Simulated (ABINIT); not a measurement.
SrO:

```xyz
2
Lattice="0.0000 2.5663 2.5663 2.5663 0.0000 2.5663 2.5663 2.5663 0.0000" Properties=species:S:1:pos:R:3 pbc="T T T"
Sr    2.5663    2.5663    2.5663
O     0.0000    0.0000    0.0000
```

Base run:

* Program: ABINIT 10.8.3 (patched build)
* Functional: PBE
* Potentials or basis: JTH PAW PBE v2.0
* Cutoff: 626 eV
* k mesh: 9 × 9 × 9
* Occupations: fermi-dirac, width 0.05 eV
* Spin: no spin polarisation

Its results: band gap on the k mesh 3.37 eV, indirect (least direct gap 3.45 eV); pressure 3.0 GPa.

After a change of settings the same cell gave: band gap on the k mesh 3.33 eV, indirect (least direct gap 3.41 eV); pressure 0.1 GPa. Which change was it?
A. potentials or basis from JTH PAW PBE v2.0 to SG15 NC PBE v1.2; cutoff from 626 eV to 1143 eV
B. functional from PBE to LDA; potentials or basis from JTH PAW PBE v2.0 to JTH PAW LDA v2.0
C. functional from PBE to RPBE
D. functional from PBE to AM05

D.

AM05 binds more tightly than PBE, so the same cell stands under less pressure.

Caveats: the PAW data sets were made with another functional, which shifts forces and pressure a little (some runs).

Not every run made on this cell is shown here.
